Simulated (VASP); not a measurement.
A calculation with VASP 6.6.1 of N (native input, structure from a POSCAR):

The input INCAR:

```
  PREC = Accurate
  ENCUT = 520
  EDIFF = 1E-6
  ISMEAR = 0
  SIGMA = 0.1
  LREAL = F
  LASPH = T
  NELM = 80
  ALGO = Normal
  ISIF = 2
  LWAVE = F
  LCHARG = T
  GGA = RP
  LELF = T
  LVHAR = T
```

KPOINTS

```
Automatic mesh
0
Gamma
  5 5 5
```

The input POSCAR:

```
N
5.8151
    1.000000295782      0.000000000000      0.000000000000
    0.000000000000      1.000000295782      0.000000000000
    0.000000000000      0.000000000000      1.000000295782
N
8
Direct
    0.0458611400      0.4541388600      0.5458611400
    0.4541388600      0.5458611400      0.0458611400
    0.5458611400      0.0458611400      0.4541388600
    0.9541388600      0.9541388600      0.9541388600
    0.9360985600      0.5639014400      0.4360985600
    0.5639014400      0.4360985600      0.9360985600
    0.4360985600      0.9360985600      0.5639014400
    0.0639014400      0.0639014400      0.0639014400
```

Potentials or basis: VASP PAW PBE potentials, release 64 (N).

Command:

```console
$ cat potpaw_PBE.64/N/POTCAR > POTCAR
$ mpirun -np 1 vasp_std > vasp.out
```

Q: Write the same calculation in another form: ASE script, structure from a CIF.

A: As run:

run.py

```python
from ase.calculators.vasp import Vasp
from ase.dft.bandgap import bandgap
from ase.io import read

atoms = read('N.cif', primitive_cell=True, subtrans_included=False)
calc = Vasp(
    directory='calc',
    xc='rpbe',
    pp='PBE',
    setups='materialsproject',
    prec='Accurate',
    encut=520,
    ediff=1e-07,
    ismear=0,
    sigma=0.1,
    lreal=False,
    lasph=True,
    nelm=80,
    algo='Fast',
    isif=2,
    lwave=False,
    lcharg=True,
    lelf=True,
    lvhar=True,
    kpts=[5, 5, 5],
    gamma=True,
    nbands=30,
)
atoms.calc = calc

print('energy (eV):', atoms.get_potential_energy())
print('free energy (eV):', atoms.get_potential_energy(force_consistent=True))
print('forces (eV/A):')
print(atoms.get_forces())
print('stress (eV/A^3, Voigt):', atoms.get_stress())
print('Fermi level (eV):', calc.get_fermi_level())
gap, top, bottom = bandgap(calc)
print('band gap (eV):', gap, 'from (spin, k, band)', top, 'to', bottom)
```

File N.cif:

```cif
data_N
_cell_length_a 5.81510172
_cell_length_b 5.81510172
_cell_length_c 5.81510172
_cell_angle_alpha 90.00000000
_cell_angle_beta 90.00000000
_cell_angle_gamma 90.00000000
_space_group_name_H-M_alt 'P2_13'
_space_group_name_Hall 'P 2ac 2ab 3'
_space_group_IT_number 198
loop_
_space_group_symop_operation_xyz
'x,y,z'
'-x+1/2,-y,z+1/2'
'x+1/2,-y+1/2,-z'
'-x,y+1/2,-z+1/2'
'z,x,y'
'z+1/2,-x+1/2,-y'
'-z,x+1/2,-y+1/2'
'-z+1/2,-x,y+1/2'
'y,z,x'
'-y,z+1/2,-x+1/2'
'-y+1/2,-z,x+1/2'
'y+1/2,-z+1/2,-x'
loop_
_atom_site_label
_atom_site_type_symbol
_atom_site_symmetry_multiplicity
_atom_site_Wyckoff_symbol
_atom_site_fract_x
_atom_site_fract_y
_atom_site_fract_z
_atom_site_occupancy
N1 N 4 a 0.0458611400 0.4541388600 0.5458611400 1
N2 N 4 a 0.9360985600 0.5639014400 0.4360985600 1
```

Potentials or basis: VASP PAW PBE potentials, release 64 (N).

Command:

```bash
$ python run.py
```

Both were run:

|  | native input, structure from a POSCAR | ASE script, structure from a CIF |
| --- | --- | --- |
| Pressure | 2.6 GPa | 2.6 GPa |
| Largest force | 1.730 eV/Å | 1.729 eV/Å |
| Band gap on the k mesh | 7.48 eV, indirect (least direct gap 7.49 eV) | 7.48 eV, indirect (least direct gap 7.49 eV) |

Keys that steer only the numerical path or the files written may differ.

Caveat: the standard files for N, O and F lose accuracy on very short bonds; the PAW data sets were made with another functional, which shifts forces and pressure a little; an odd mesh through Γ misses points on the zone boundary, where band edges often lie.
